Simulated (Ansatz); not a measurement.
**HfC: single point with PBE**

Crystal: HfC.

```xyz
2
Lattice="0.0000 2.3250 2.3250 2.3250 0.0000 2.3250 2.3250 2.3250 0.0000" Properties=species:S:1:pos:R:3 pbc="T T T"
Hf    2.3250    2.3250    2.3250
C     0.0000    0.0000    0.0000
```

```json
{"Program": "Ansatz 0.2.0", "Task": "single point", "Functional": "PBE", "Potentials or basis": "Ansatz PAW", "Cutoff": "420 eV (not typed: the program's choice for these potentials)", "k mesh": "10 × 10 × 10", "Occupations": "gaussian, width 0.013 eV", "Spin": "no spin polarisation"}
```

```
Pressure               : 0.2 GPa
Band gap on the k mesh : none (metal or under the smearing width)
```

Levels at points of the mesh, in eV from the Fermi level:
```tsv
k point	band 13	band 14	band 15	band 16	band 17	band 18
(0.00, 0.00, 0.00)	1.01	1.01	1.01	1.33	1.33	1.33
(0.00, 0.00, -0.50)	-6.20	-3.05	-3.05	5.25	5.25	5.71
(0.00, -0.50, -0.50)	-2.66	-1.83	-0.12	-0.12	5.25	6.67
```

It took 0.68 s on 2 threads of Intel(R) Xeon(R) Platinum 8488C (Sapphire Rapids), with other jobs on the host, peak memory 0.36 GiB.

Spin-orbit coupling is left out, which matters for the levels of Hf.
